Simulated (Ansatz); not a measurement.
Method: Ansatz 0.2.0, DFT PBE, scalar-relativistic, plane waves, PAW. All cells share a 420 eV cutoff and Γ-centred k meshes spaced at most about 0.3 Å⁻¹ (about 0.25 or finer for metals, 2π included). No spin polarisation in the final relaxations.

These are static total energies at zero pressure.

Two forms of BP were relaxed alike.

1.

```
B P
1.0
     2.29230    1.32346    2.77870
    -2.29230    1.32346    2.77870
     0.00000   -2.64692    2.77870
B P
2 2
Direct
  0.09363 0.09363 0.09363
  0.90637 0.90637 0.90637
  0.68260 0.68260 0.68260
  0.31740 0.31740 0.31740
```

2.

```
B P
1.0
     2.95143    0.00000    0.00000
     0.00000    2.95143    0.00000
     0.00000    0.00000    2.39742
B P
1 1
Direct
  0.00000 0.00000 0.50000
  0.50000 0.50000 0.50000
```

Problem. Which is lower in energy, and by how much?

Solution. Cell 2 is lower, by 135 meV/atom. Cell 1 has space group R-3m (No. 166), 12.6 Å³/atom and no gap on its mesh; cell 2 has space group P4/mmm (No. 123), 10.4 Å³/atom and no gap. Counting P atoms around B (those within 1.25 times the shortest such distance or 1.15 times the sum of covalent radii), cell 1 has B 1 and cell 2 has B 4. Cell 1 holds B–B pairs (shortest 1.56 Å); cell 2 holds P–P chains (shortest 2.40 Å). The denser one is the lower, and pressure would at first widen the difference. Even the lower one lies +0.71 eV/atom against the reference forms of the elements (uncorrected), so neither is stable at this level. In cell 1, B is surrounded by 1 B at 1.56 Å and 1 P at 1.87 Å; around P lies 1 B at 1.87 Å. In cell 2, around B lie 4 P at 2.09 Å and 2 B at 2.40 Å; around P lie 4 B at 2.09 Å and 2 P at 2.40 Å. Both come from invented guesses. A third cell relaxed alike, in F-43m (a cell as deposited in COD), lies 1.14 eV/atom below the lower of the two.

Cells relaxed within their symmetry can be saddle points.
